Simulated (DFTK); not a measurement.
Runs of DFTK 0.8.2 on SiC (Moissanite). The structure is hexagonal, space group P6_3mc (No. 186). Conventional cell: a = 3.076 Å, b = 3.076 Å, c = 5.048 Å, α = 90.00°, β = 90.00°, γ = 120.00°. Si (site symmetry 3m) is surrounded by 4 C at 1.87 to 1.94 Å. C (site symmetry 3m) has 4 Si at 1.87 to 1.94 Å as nearest neighbours. 

```tsv
task	level	potentials or basis	k mesh	cutoff (eV)	SCF tolerance on the density	symmetries used	mesh quality	gap on the mesh (eV)	V0 of scaled cells (Å³/atom)	B0 (GPa)	largest force (eV/Å)
equation of state	BLYP	dojo.nc.sr.pbe.v0_4_1.standard.upf (PBE)	6 × 6 × 3	1116	1e-06	-	coarse	-	(a)	194	-
single point	PBE	dojo.nc.sr.pbe.v0_4_1.standard.upf (PBE)	10 × 10 × 5	1116	1e-06	-	not flagged	2.49	-	-	0.76
single point	PBE0	SG15 1.2 (PBE)	2 × 2 × 1	952	1e-05	no	coarse	4.46	-	-	0.28
band structure	PBEsol	cp2k.nc.sr.pbe.v0_1.largecore.gth (PBE, GTH)	10 × 10 × 5	1170	1e-06	-	not flagged	2.31	-	-	(c)
equation of state	PBEsol	dojo.nc.sr.pbesol.v0_4_1.standard.upf (PBEsol)	6 × 6 × 3	1116	1e-06	-	coarse	-	(b)	221	-
```

Alike in all rows: no spin polarisation; cell as given; smearing fermi-dirac 0.05 eV.

Task: Fill in the values left out.

Result: (a) 10.85; (b) 10.36; (c) 0.75.

Caveats: some runs use coarse meshes; the potentials were made for another functional, which shifts forces and pressure (some runs); the cell was scaled at fixed shape and fractional positions, which overstates the stiffness of a crystal with free parameters, most of all of layers and chains (some runs); an odd mesh through Γ misses points on the zone boundary, where band edges often lie (some runs); the program's treatment of exact exchange at zero wave vector lowers gaps by one to five hundredths of an eV on this mesh and cutoff (some runs); the mesh misses the band edges, which the band path finds closer together (some runs).

Not every run made on this cell is shown here.
